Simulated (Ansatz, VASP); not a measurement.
**Two plane-wave programs on RbBr**

Contents of INCAR:

```
  PREC = Accurate
  ENCUT = 520
  EDIFF = 1E-7
  ISMEAR = 0
  SIGMA = 0.05
  LREAL = F
  LASPH = T
  NELM = 80
  ALGO = Normal
  ISIF = 2
  LWAVE = F
  LCHARG = F
  GGA = PE
  NBANDS = 15
```

The input KPOINTS:

```
regular mesh
0
Gamma
  6 6 6
```

POSCAR

```
RbBr
1.0
    3.9610342080      0.0000000000      0.0000000000
    0.0000000000      3.9610342080      0.0000000000
    0.0000000000      0.0000000000      4.1260773000
Rb Br
1 1
Direct
    0.0000000000      0.0000000000      0.0000000000
    0.5000000000      0.5000000000      0.5000000000
```

Input for Ansatz:

```yaml
crystal:
  lattice:
    - [3.961034208, 0.0, 0.0]
    - [0.0, 3.961034208, 0.0]
    - [0.0, 0.0, 4.1260773]
  atoms:
    - { symbol: Rb, position: [0.0, 0.0, 0.0] }
    - { symbol: Br, position: [0.5, 0.5, 0.5] }
basis:
  ecutwfc: 420
kpoints:
  mp_grid: { grid: [6, 6, 6] }
hamiltonian:
  xc: pbe
scf:
  occupations: { method: gaussian, width: 0.05 }
output:
  forces: true
  stress: true
  eigenvalues: true
```

Change from the starting cell: strain -0.040 along x and y, +0.000 along z, atoms carried along.

Alike in both runs: task single point; functional PBE; k mesh 6 × 6 × 6; occupations gaussian, width 0.05 eV; no spin polarisation.

```csv
,VASP,Ansatz
version,VASP 6.6.1,Ansatz 0.2.0
potentials or method,"VASP PAW PBE potentials, release 64 (Rb_sv, Br)","scalar-relativistic, plane waves, PAW"
plane-wave cutoff (eV),520,420
valence electrons in the cell,16,16
```

```tsv
	VASP	Ansatz	Ansatz less VASP
gap on the k mesh at the Fermi level (eV)	4.28	4.29	+0.003
least direct gap on the mesh (eV)	4.43	4.43	+0.002
pressure (GPa)	2.6	2.6	-0.05
largest component of the traceless stress (GPa)	0.87	0.87	0.000
```

With one functional, cell and mesh, what is left measures potentials, basis and numerics.

A k mesh can miss the band edges.
